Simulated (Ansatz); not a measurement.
# Ionic part of the dielectric constant of AlGa$_{3}$As$_{4}$, mode by mode

Method: Ansatz, DFT PBE, scalar-relativistic, plane waves, PAW. Settings: 420 eV plane-wave cutoff, Γ-centred 6×6×6 mesh, fixed occupations. No spin polarisation. Phonons by linear response, acoustic sum rule imposed.

It takes space group P-43m (No. 215, cubic). The conventional cell has a = 5.741 Å, b = 5.741 Å, c = 5.741 Å, α = 90.00°, β = 90.00°, γ = 90.00°. Al (site symmetry -43m) is surrounded by 4 As at 2.48 Å. Ga (site symmetry -42m) is surrounded by 4 As at 2.49 Å. Around As (site symmetry 3m) lie 1 Al at 2.48 Å and 3 Ga at 2.49 Å.

The cell was built by swapping an element in a database structure (itself possibly hypothetical) and relaxing; it need not be the stable form of this composition. The run warned that the response to a field isn't converged on this k mesh, and the frequencies, which stand on the same mesh, can be rough too.

The primitive cell has V = 189.25 Å³ and ε∞,xx = 13.672. Each polar mode adds Δε = (4.92064×10⁷/V)·S/ν² along x, with S its oscillator strength in e²/amu, ν in cm⁻¹ and V in Å³.

Question: From these modes, find each Δε and ε0,xx.
```json
{"ν (cm⁻¹)": "86.4", "S_xx (e²/amu)": "0.0013"}
{"ν (cm⁻¹)": "228.1", "S_xx (e²/amu)": "0.00054"}
{"ν (cm⁻¹)": "243.9", "S_xx (e²/amu)": "0.3652"}
{"ν (cm⁻¹)": "342.1", "S_xx (e²/amu)": "0.2661"}
```

Answer:
```csv
ν (cm⁻¹),Δε
86.4,0.05
228.1,0.00
243.9,1.60
342.1,0.59
```

The sum is 2.236, so ε0,xx = 15.91; the run's tensor has 15.91.

Cost: 1 run of about 17 core-minutes, on Oxide Virtual Turin-like Processor (Zen 5) (shared hosts).

The static dielectric constant is mainly electronic, as expected for a largely covalent III-V semiconductor with modest bond ionicity. Nearly all of the lattice part comes from the modes at 243.9 and 342.1 cm⁻¹, which are probably GaAs-like and AlAs-like optical vibrations, kept apart by the much lower mass of Al. The lower one contributes more partly through its larger oscillator strength, but chiefly because a softer mode is displaced further by a given field, which enters as the inverse square of the frequency. The two weak modes are probably zone-boundary vibrations of the parent zinc-blende lattice, folded to Γ and made slightly polar by the cation order. The same softness lets the 86.4 cm⁻¹ mode add a little despite its tiny strength.

The electronic value of 13.672 is well above what is known for both GaAs and AlAs, and PBE's underestimated band gap, which makes the electrons too polarisable, probably contributes. The total is therefore likely too high as well, even though the division between the two strong modes is physically reasonable.
